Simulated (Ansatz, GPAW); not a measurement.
Ti: 3 runs at one level of theory

```
Ti
1.0
     2.95000    0.00000    0.00000
    -1.47500    2.55477    0.00000
     0.00000    0.00000    4.68000
Ti
2
Cartesian
  1.4750 0.8516 3.5100
  0.0000 1.7032 1.1700
```

Alike in all runs: task band structure; functional RPBE; k mesh 10 × 10 × 6; occupations fermi-dirac, width 0.05 eV; no spin polarisation; no spin-orbit coupling. Pressure is positive in compression and, in plane waves, holds the error of the finite cutoff, which Ansatz's Pulay term estimates and takes out.

```tsv
program and potentials	plane-wave cutoff (eV)	notes	pressure (GPa)
Ansatz, Ansatz PAW	420	potentials made for PBE, which Ansatz adapts in part; Pulay term of +0.03 GPa included	1.66
Ansatz, all-electron LAPW, scalar-relativistic	-	-	?
GPAW, the program's PAW data sets (release 1.2.1) made for this functional	600	-	1.12
```

**Question.** Estimate from the other rows what the run with Ansatz, all-electron LAPW, scalar-relativistic gave.

**Answer.** Pressure 1.63 GPa. The other rows, which needn't bracket it: pressure 1.12 to 1.66.
